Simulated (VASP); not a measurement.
# Si (Fd-3m) in VASP: relaxation of cell and atoms with LDA

Aim: the relaxation of cell and atoms of Si with LDA.

Everything below comes from runs of VASP 6.6.1. Logs are shortened: lines on timing, memory, paths and dates and some standing lists are left out, and cuts for length are marked.

### Step 1. The crystal as given

The structure is cubic, space group Fd-3m (No. 227). The conventional cell has a = 5.403 Å, b = 5.403 Å, c = 5.403 Å, α = 90.00°, β = 90.00°, γ = 90.00°. Si (site symmetry -43m) has 4 Si at 2.34 Å as nearest neighbours.

### Step 2. Relaxation of cell and atoms, LDA

INCAR

```
  ALGO = Normal
  EDIFF = 1E-7
  EDIFFG = -0.01
  ENCUT = 600
  GGA = CA
  IBRION = 2
  ISIF = 3
  ISMEAR = 0
  LASPH = True
  LCHARG = False
  LREAL = False
  LWAVE = False
  NELM = 100
  NSW = 40
  PREC = Accurate
  SIGMA = 0.02
```

KPOINTS

```
k-points
0
Gamma
  8 8 8
```

POSCAR

```
Si
1.0
    0.0000000000      2.7015000000      2.7015000000
    2.7015000000      0.0000000000      2.7015000000
    2.7015000000      2.7015000000      0.0000000000
Si
2
Direct
    0.0000000000      0.0000000000      0.0000000000
    0.2500000000      0.2500000000      0.2500000000
```

Potentials or basis: VASP PAW LDA potentials, release 64 (Si).

On the command line:

```sh
> cat potpaw_LDA.64/Si/POTCAR > POTCAR
> mpirun -np 1 vasp_std > vasp.out
```

OUTCAR:

```text
EDIFF = 1E-7
   EDIFFG = -0.01
   ENCUT = 600
   GGA = CA
   IBRION = 2
   ISIF = 3
   ISMEAR = 0
   LASPH = True
   LREAL = False
   NELM = 100
   NSW = 40
   PREC = Accurate

 ion  position               nearest neighbor table
   1  0.000  0.000  0.000-   2 2.34   2 2.34   2 2.34   2 2.34
   2  0.250  0.250  0.250-   1 2.34   1 2.34   1 2.34   1 2.34

  LATTYP: Found a face centered cubic cell.
 ALAT       =     5.4030000000

  Lattice vectors:

 A1 = (   0.0000000000,   2.7015000000,   2.7015000000)
 A2 = (   2.7015000000,   0.0000000000,   2.7015000000)
 A3 = (   2.7015000000,   2.7015000000,   0.0000000000)

Analysis of symmetry for initial positions (statically):
=====================================================================
 Subroutine PRICEL returns:
 Original cell was already a primitive cell.

 Routine SETGRP: Setting up the symmetry group for a
 face centered cubic supercell.

 Subroutine GETGRP returns: Found 48 space group operations
 (whereof 24 operations were pure point group operations)
 out of a pool of 48 trial point group operations.

The static configuration has the point symmetry T_d .
 The point group associated with its full space group is O_h .

Analysis of symmetry for dynamics (positions and initial velocities):
=====================================================================
 Subroutine PRICEL returns:
 Original cell was already a primitive cell.

 Routine SETGRP: Setting up the symmetry group for a
 face centered cubic supercell.

 Subroutine GETGRP returns: Found 48 space group operations
 (whereof 24 operations were pure point group operations)
 out of a pool of 48 trial point group operations.

The dynamic configuration has the point symmetry T_d .
 The point group associated with its full space group is O_h .

 Subroutine INISYM returns: Found 48 space group operations
 (whereof 24 operations are pure point group operations),
 and found     1 'primitive' translations

----------------------------------------------------------------------------------------

                                     Primitive cell

  volume of cell :      39.4316

  direct lattice vectors                    reciprocal lattice vectors
     0.000000000  2.701500000  2.701500000    -0.185082362  0.185082362  0.185082362
     2.701500000  0.000000000  2.701500000     0.185082362 -0.185082362  0.185082362
     2.701500000  2.701500000  0.000000000     0.185082362  0.185082362 -0.185082362

  length of vectors
     3.820497939  3.820497939  3.820497939     0.320572054  0.320572054  0.320572054

  position of ions in fractional coordinates (direct lattice)
     0.000000000  0.000000000  0.000000000
[... 89 lines left out ...]
   NELECT =       8.0000    total number of electrons
   NUPDOWN=      -1.0000    fix difference up-down
   EMIN   =  10.00;   EMAX   =-10.00  energy-range for DOS
   EFERMI =   0.00;   METHOD = LEGACY
   ISMEAR =     0;   SIGMA  =   0.02  broadening in eV -4-tet -1-fermi 0-gaus
   EFERMI_NEDOS =   21; number of points for ismear=-14 and -15
   IALGO  =     38    algorithm
   IMIX   =      4    mixing-type and parameters
     AMIX     =   0.40;   BMIX     =  1.00
     AMIX_MAG =   1.60;   BMIX_MAG =  1.00
  volume/ion in A,a.u.               =      19.72       133.05
  Fermi-wavevector in a.u.,A,eV,Ry     =   0.961959  1.817839 12.590354  0.925365
  Thomas-Fermi vector in A             =   2.091376
   LORBIT       =      0    0 simple, 1 ext, 2 COOP (PROOUT), +10 PAW based schemes
   GGA     = CA    functional components
   LHFCALC =     F    Hartree Fock is set to
   AEXX    =    0.0000 exact exchange contribution
   IVDW    =     0    specifies the selected vdW correction
   LEPSILON=     F    determine dielectric tensor
   LRPA    =     F    only Hartree local field effects (RPA)
 conjugate gradient relaxation of ions
 non-spin polarized calculation
 Gauss-broadening in eV      SIGMA  =   0.02
  energy-cutoff  :      600.00
  volume of cell :       39.43
 maximum number of plane-waves:      1363
 NGX is ok and might be reduce to    32
   NGX = 15   NGY = 15   NGZ = 15

 number of electron       7.9999999 magnetization

 Free energy of the ion-electron system (eV)
  ---------------------------------------------------
  ext. energy  EPLUGINS =         0.00000000
  ---------------------------------------------------
  free energy    TOTEN  =       -11.91577643 eV

  energy without entropy =      -11.91577643  energy(sigma->0) =      -11.91577643

 E-fermi :   6.0189     XC(G=0):  -9.6629

 val. band max:        5.9288376159   @ k =   0.0000   0.0000   0.0000
 cond. band min:       6.4192196922   @ k =   0.3750   0.3750   0.0000
 fundamental gap:      0.4903820763
 Fermi energy:         6.0188948718

 k-point     1 :       0.0000    0.0000    0.0000
  band No.  band energies     occupation
      1      -6.1341      2.00000
      2       5.9288      2.00000
      3       5.9288      2.00000
      4       5.9288      2.00000
      5       8.4587      0.00000
      6       8.4587      0.00000
      7       8.4587      0.00000
      8       9.3143      0.00000
[... 243 lines left out ...]
 k-point    24 :      -0.3750    0.2500    0.1250
  band No.  band energies     occupation
      1      -3.2123      2.00000
      2      -0.9259      2.00000
      3       2.4148      2.00000
      4       3.7283      2.00000
      5       8.9478      0.00000
      6       8.9689      0.00000
      7      11.8195      0.00000
      8      12.9958      0.00000

 [... further k-points ...]

------------------------ aborting loop because EDIFF is reached ----------------------------------------

  FORCE on cell =-STRESS in cart. coord.  units (eV):
  Direction    XX          YY          ZZ          XY          YZ          ZX
  --------------------------------------------------------------------------------------
  -------------------------------------------------------------------------------------
  Total        0.0017547      0.0017547      0.0017547      0.0000000      0.0000000      0.0000000
  in kB        0.0712969      0.0712969      0.0712969      0.0000000      0.0000000      0.0000000
  external PRESSURE =       0.0712969 kB  Pullay stress =       0.0000000 kB

 VOLUME and BASIS-vectors are now :
 -----------------------------------------------------------------------------
  energy-cutoff  :      600.00
  volume of cell :       39.43
      direct lattice vectors                 reciprocal lattice vectors
     0.000000000  2.701500000  2.701500000    -0.185082362  0.185082362  0.185082362
     2.701500000  0.000000000  2.701500000     0.185082362 -0.185082362  0.185082362
     2.701500000  2.701500000  0.000000000     0.185082362  0.185082362 -0.185082362

 POSITION                                       TOTAL-FORCE (eV/Angst)
 -----------------------------------------------------------------------------------
      0.00000      0.00000      0.00000         0.000000      0.000000      0.000000
      1.35075      1.35075      1.35075        -0.000000     -0.000000     -0.000000
 -----------------------------------------------------------------------------------
    total drift:                               -0.000000      0.000000      0.000000

  FREE ENERGIE OF THE ION-ELECTRON SYSTEM (eV)
  ---------------------------------------------------
  free  energy   TOTEN  =       -11.9157764338 eV

  energy  without entropy=      -11.9157764338  energy(sigma->0) =      -11.91577643

 reached required accuracy - stopping structural energy minimisation
```

OSZICAR:

```text
N       E                     dE             d eps       ncg     rms          rms(c)
DAV:   1     0.719473853698E+01    0.71947E+01   -0.35718E+03   464   0.874E+02
DAV:   2    -0.118980568239E+02   -0.19093E+02   -0.17539E+02   704   0.869E+01
DAV:   3    -0.121871317197E+02   -0.28907E+00   -0.28907E+00   616   0.128E+01
DAV:   4    -0.121881682625E+02   -0.10365E-02   -0.10365E-02   760   0.880E-01
DAV:   5    -0.121881688764E+02   -0.61388E-06   -0.61388E-06   608   0.205E-02    0.511E+00
DAV:   6    -0.120005137973E+02    0.18766E+00   -0.12865E-01   584   0.180E+00    0.307E+00
DAV:   7    -0.119157852696E+02    0.84729E-01   -0.22424E-01   560   0.242E+00    0.252E-01
DAV:   8    -0.119157910117E+02   -0.57421E-05   -0.64435E-03   496   0.600E-01    0.679E-02
DAV:   9    -0.119157720885E+02    0.18923E-04   -0.21233E-04   696   0.102E-01    0.599E-02
DAV:  10    -0.119157765205E+02   -0.44320E-05   -0.10513E-05   536   0.244E-02    0.362E-02
DAV:  11    -0.119157764338E+02    0.86686E-07   -0.80248E-07   696   0.630E-03
   1 F= -.11915776E+02 E0= -.11915776E+02  d E =-.119158E+02
```

It used 5.1 s of CPU time on 1 thread of Intel(R) Xeon(R) Platinum 8488C (Sapphire Rapids), on a shared host, which was overloaded at the time.

What came out:

```
Free energy             : -11.9158 eV
Pressure after relaxing : 0.0 GPa
Band gap on the k mesh  : 0.49 eV, indirect (least direct gap 2.53 eV)
```

Final structure:
```yaml
crystal:
  lattice:
    - [0.00000, 2.70150, 2.70150]
    - [2.70150, 0.00000, 2.70150]
    - [2.70150, 2.70150, 0.00000]
  atoms:
    - { symbol: Si, position: [0.00000, 0.00000, 0.00000] }
    - { symbol: Si, position: [0.25000, 0.25000, 0.25000] }
```

Caveat: the relaxation stopped at its first step, so nothing moved. LDA gaps usually lie below the measured ones, often by a third to a half.
